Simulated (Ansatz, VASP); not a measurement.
# Two plane-wave programs on AlN

```
Al N
1.0
     0.00000    2.03452    2.03452
     2.03452    0.00000    2.03452
     2.03452    2.03452    0.00000
Al N
1 1
Cartesian
  2.0345 2.0345 2.0345
  0.0000 0.0000 0.0000
```

Measurements of this composition are mostly on another form, of space group No. 186.

Alike in both runs: functional BLYP; k mesh 11 × 11 × 11; occupations fermi-dirac, width 0.05 eV; no spin polarisation.

|  | VASP | Ansatz |
| --- | --- | --- |
| version | VASP 6.6.1 | Ansatz 0.2.0 |
| potentials or method | VASP PAW PBE potentials, release 64 (Al, N) | Ansatz PAW |
| plane-wave cutoff (eV) | 520 | 420 |
| valence electrons in the cell | 8 | 8 |
| task | single point | band structure |

```csv
,VASP,Ansatz,Ansatz less VASP
gap on the k mesh at the Fermi level (eV),4.65,4.66,+0.012
least direct gap on the mesh (eV),5.66,5.64,-0.016
pressure (GPa),4.9,4.5,-0.41
```

With one functional, cell and mesh, what is left measures potentials, basis and numerics.

Caveats: the PAW data sets were made with another functional, which shifts forces and pressure a little (VASP); an odd mesh through Γ misses points on the zone boundary, where band edges often lie (VASP); the k mesh misses the band edges, so the gap on the mesh is wider than the one along the path (Ansatz); the pressure holds a Pulay correction of +0.6 GPa for the finite cutoff (Ansatz); the PAW data sets come from PBE, with cores solved anew for the run's functional, which leaves a small shift of forces and pressure (Ansatz). As with any semilocal functional, this BLYP gap is likely too small.
